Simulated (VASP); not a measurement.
TiO2:

```
CELL_PARAMETERS angstrom
4.59984 0.00000 0.00000
0.00000 4.59984 0.00000
0.00000 0.00000 2.95921
ATOMIC_POSITIONS crystal
Ti 0.00000 0.00000 0.50000
Ti 0.50000 0.50000 0.00000
O 0.30432 0.30432 0.50000
O 0.19568 0.80432 0.00000
O 0.80432 0.19568 0.00000
O 0.69568 0.69568 0.50000
```

The cell is a database's computed one.

| Property | Result |
| --- | --- |
| Program | VASP 6.6.1 |
| Task | relaxation of cell and atoms |
| Functional | revPBE |
| Potentials or basis | VASP PAW PBE potentials, release 64 (Ti_sv, O) |
| Cutoff | 600 eV |
| k mesh | 6 × 6 × 9 |
| Occupations | fermi-dirac, width 0.05 eV |
| Spin | no spin polarisation |

At the start: pressure 8.3 GPa; volume 10.44 Å³/atom.

Question: How do energy, volume and symmetry change on relaxing?

Answer: Over 6 steps the energy falls by 10.4 meV/atom and the volume is 10.85 Å³/atom (+4.0 %); space group P4_2/mnm (No. 136, to 0.05 Å).

Step by step:
```
step  energy change (eV)  largest force (eV/Å)  pressure (GPa)  volume (Å³)
   1              0.0000                0.0407            8.33        62.61
   2              0.0168                0.3222           -8.18        67.66
   3             -0.0573                0.1388           -0.05        64.90
   4             -0.0573                0.1354            0.10        64.86
   5             -0.0619                0.0464            0.17        65.00
   6             -0.0626                0.0137            0.20        65.10
```

Final structure:
```xyz
6
Lattice="4.6759 0.0000 0.0000 0.0000 4.6759 0.0000 0.0000 0.0000 2.9774" Properties=species:S:1:pos:R:3 pbc="T T T"
Ti    0.0000    0.0000    1.4887
Ti    2.3380    2.3380    0.0000
O     1.4291    1.4291    1.4887
O     0.9089    3.7671    0.0000
O     3.7671    0.9089    0.0000
O     3.2468    3.2468    1.4887
```

Caveat: the PAW data sets were made with another functional, which shifts forces and pressure a little.
